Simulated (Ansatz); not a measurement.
Crystal: K.

```
CELL_PARAMETERS angstrom
-2.69756 2.69756 2.69756
2.69756 -2.69756 2.69756
2.69756 2.69756 -2.69756
ATOMIC_POSITIONS crystal
K 0.00000 0.00000 0.00000
```

```yaml
Program: Ansatz 0.2.0
Task: single point
Functional: PBEsol
Potentials_or_basis: Ansatz PAW
Cutoff: "420 eV (not typed: the program's choice for these potentials)"
k_mesh: 7 × 7 × 7
Occupations: fermi-dirac, width 0.05 eV
Spin: no spin polarisation
```

On this cell: pressure -0.3 GPa; band gap on the k mesh none (metal or under the smearing width).

The same run follows on a disturbed copy (cell strained at random at fixed volume):

```
CELL_PARAMETERS angstrom
-2.62910 2.66761 2.60007
2.71869 -2.74448 2.76653
2.66008 2.77546 -2.67695
ATOMIC_POSITIONS crystal
K 0.99632 0.99168 0.00721
```

Task: What changes?

Result: The energy (extrapolated to zero smearing) moves by +1.4 meV/atom; pressure -0.3 GPa; band gap on the k mesh none (metal or under the smearing width).

Stress tensor (GPa, compression positive):
```
-0.32 -0.04 -0.09
-0.04 -0.30  0.08
-0.09  0.08 -0.32
```

Caveats: the PAW data sets come from PBE, with cores solved anew for the run's functional, which leaves a small shift of forces and pressure.
